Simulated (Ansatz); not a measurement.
# BeS: how the settings move a relaxation

Aim: see which settings change the result for BeS, by how much, and at what cost.

The COD entry's cell or inner coordinates are ideal or old and differ from later refinements, so a difference from it is no clean test against experiment.

Computed with Ansatz 0.2.0 (reference: DFT, r2SCAN, PAW with Ansatz's default frozen-core files, scalar-relativistic, unless a step's input says otherwise).

## 1. The structure to begin with

It takes space group F-43m (No. 216, cubic). Conventional cell: a = 4.914 Å, b = 4.914 Å, c = 4.914 Å, α = 90.00°, β = 90.00°, γ = 90.00°. Be (site symmetry -43m) has 4 S at 2.13 Å as nearest neighbours. S (site symmetry -43m) is surrounded by 4 Be at 2.13 Å.

Coordinates:

```xyz
2
Lattice="0.0000 2.4569 2.4569 2.4569 0.0000 2.4569 2.4569 2.4569 0.0000" Properties=species:S:1:pos:R:3 pbc="T T T"
Be    0.0000    0.0000    0.0000
S     1.2285    1.2285    1.2285
```

## 2. The reference run

The input, input.yaml:

```yaml
crystal:
  lattice:
    - [0.0, 2.4569115543, 2.4569115543]
    - [2.4569115543, 0.0, 2.4569115543]
    - [2.4569115543, 2.4569115543, 0.0]
  atoms:
    - { symbol: Be, position: [0.0, 0.0, 0.0] }
    - { symbol: S, position: [0.25, 0.25, 0.25] }
kpoints:
  mp_grid: { grid: [9, 9, 9] }
scf:
  occupations: { method: fermi_dirac, width: 0.02 }
hamiltonian:
  xc: r2scan
  pseudopotentials: { kind: paw }
output:
  forces: true
  stress: true
  efg: { contact_densities: true }
  write_density: true
  write_potential: true
  elf: true
  volumetric_format: npy
relax:
  f_tol: 0.005
  max_steps: 80
  cell: {}
```

On the command line:

```sh
ansatz run input.yaml --threads 1 --pin off --max-ram 2048MiB --backend cpu --events-out ev --progress --plain --runs-dir out
```

## 3. Variant: occupations.method tetrahedron_uncorrected, f_tol 0.1, max_displacement 0.3, width left out

input.yaml: that of step 2 with these lines changed.

```diff
@@ -11,3 +11,3 @@
 scf:
-  occupations: { method: fermi_dirac, width: 0.02 }
+  occupations: { method: tetrahedron_uncorrected }
 hamiltonian:
@@ -19,9 +19,6 @@
   efg: { contact_densities: true }
-  write_density: true
-  write_potential: true
-  elf: true
-  volumetric_format: npy
 relax:
-  f_tol: 0.005
+  f_tol: 0.1
   max_steps: 80
   cell: {}
+  max_displacement: 0.3
```

What does the calculation give? Wanted: for each run, ending; energy change; pressure; gap; force.

As calculated:

```csv
run,ending,energy change,pressure (GPa),gap (eV),force (eV/Å),cycles,time
reference,converged,0,0.0,3.69,0.00,19,12 s
"1: occupations.method tetrahedron_uncorrected, f_tol 0.1, max_displacement 0.3, width left out",converged,0.0 meV/atom (σ→0),0.0,3.69,0.00,19,12 s
```

Times don't compare one to one where runs were asked for different outputs or read a saved state (see the inputs); cycles may leave out searches for a lower state.

**Reading.** The changed input (smearing, convergence setting and walk settings) leaves the energy the same to the digits printed.

These are semilocal Kohn-Sham gaps, which aren't the measured quantity. Such gaps usually fall short of the measured ones.
